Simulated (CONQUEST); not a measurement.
Runs of CONQUEST 1.3 on PbSe (Clausthalite). Symmetry: Fm-3m, No. 225, cubic system. Conventional cell: a = 6.121 Å, b = 6.121 Å, c = 6.121 Å, α = 90.00°, β = 90.00°, γ = 90.00°. Around Pb (site symmetry m-3m) lie 6 Se at 3.06 Å. Around Se (site symmetry m-3m) lie 6 Pb at 3.06 Å. 

```csv
task,level,potentials or basis,spin,cell,k mesh,smearing,gap on the mesh (eV),pressure (GPa),largest force (eV/Å)
single point,PBE,"PseudoDojo NC PBE, DZP, multi-site functions of range 6.5 bohr, grid cutoff 120 Ha",off,"atoms moved at random, drawn with an rms of 0.05 Å",6 × 6 × 5,fermi-dirac 0.05 eV,1.05,4.1,0.06
single point,PBE,"PseudoDojo NC PBE, DZP, multi-site functions of range 8 bohr, grid cutoff 120 Ha",off,"atoms moved at random, drawn with an rms of 0.05 Å",6 × 6 × 5,fermi-dirac 0.05 eV,1.05,4.1,0.06
single point,PBE,"PseudoDojo NC PBE, DZP, multi-site functions of range 10 bohr, grid cutoff 120 Ha",off,"atoms moved at random, drawn with an rms of 0.05 Å",6 × 6 × 5,fermi-dirac 0.05 eV,0.82,3.2,0.05
single point,PBE,"PseudoDojo NC PBE, SZP, grid cutoff 120 Ha",off,as given,8 × 8 × 6,fermi-dirac 0.05 eV,(a),3.5,-
single point,AM05,"PseudoDojo NC PBEsol, SZ, grid cutoff 100 Ha","collinear, random start",as given,5 × 5 × 4,methfessel-paxton of order 1 0.1 eV,-,3.7,-
single point,PBE,"PseudoDojo NC PBE, SZP, grid cutoff 120 Ha",off,as given,6 × 6 × 5,fermi-dirac 0.05 eV,-,3.5,-
single point,PBE,"PseudoDojo NC PBE, DZP, multi-site functions of range 12 bohr, grid cutoff 120 Ha",off,"atoms moved at random, drawn with an rms of 0.05 Å",6 × 6 × 5,fermi-dirac 0.05 eV,0.82,3.0,0.05
```

Estimate the missing entries.

(a) 0.58.

Caveats: the basis of atomic orbitals isn't converged, which shifts pressures, moduli and gaps; spin-orbit coupling is left out, which as a rule narrows the gap of such compounds by several tenths of an eV (some runs); multi-site functions contract the basis, which raises the energy a little and makes forces and stress less exact (some runs); an odd mesh through Γ misses points on the zone boundary, where band edges often lie (some runs); the atomic basis is small (some runs); the real-space grid breaks the cell's symmetry a little (some runs); the box holds several primitive cells, so bands are folded and the points are those of the box's own zone (some runs).

A k mesh can miss the band edges, and the runs leave out spin-orbit coupling on Pb, Se.
